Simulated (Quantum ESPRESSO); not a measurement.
A run of Quantum ESPRESSO 7.5 is set up as follows.

pw.in

```
&CONTROL
  calculation = 'vc-relax'
  prefix = 'pwscf'
  outdir = './tmp'
  pseudo_dir = './pseudo'
  tprnfor = .true.
  tstress = .true.
  disk_io = 'low'
  nstep = 40
  forc_conv_thr = 0.0004
  etot_conv_thr = 1d-05
/
&SYSTEM
  ibrav = 0
  nat = 2
  ntyp = 1
  ecutwfc = 63
  ecutrho = 506
  nbnd = 21
  occupations = 'smearing'
  smearing = 'fd'
  degauss = 0.00367493
/
&ELECTRONS
  conv_thr = 4d-10
  electron_maxstep = 120
  mixing_beta = 0.5
/
&IONS
  ion_dynamics = 'bfgs'
/
&CELL
  cell_dynamics = 'bfgs'
  press = 0
  press_conv_thr = 0.3
/
ATOMIC_SPECIES
Ge    72.6300 ge_pbe_v1.4.uspp.F.UPF
CELL_PARAMETERS angstrom
   0.0000000000    2.8289100000    2.8289100000
   2.8289100000    0.0000000000    2.8289100000
   2.8289100000    2.8289100000    0.0000000000
ATOMIC_POSITIONS angstrom
Ge     4.2433650000    4.2433650000    4.2433650000
Ge     2.8289100000    2.8289100000    2.8289100000
K_POINTS automatic
8 8 8 0 0 0
```

Potentials or basis: SSSP 1.3 efficiency PBE.

The run is started by

```console
$ OMP_NUM_THREADS=1 pw.x -in pw.in > pw.out
```

(1) Estimate the band gap on the k mesh.

(2) What does it give for the space group after relaxing (to 0.05 Å)?

(3) Estimate the relaxed cell.

(4) Estimate the relaxed volume.

Answers

(1) none (metal or under the smearing width).

(2) Fd-3m (No. 227).

(3) a = 4.072 Å, b = 4.072 Å, c = 4.072 Å, α = 60.00°, β = 60.00°, γ = 60.00°.

(4) 23.88 Å³/atom.
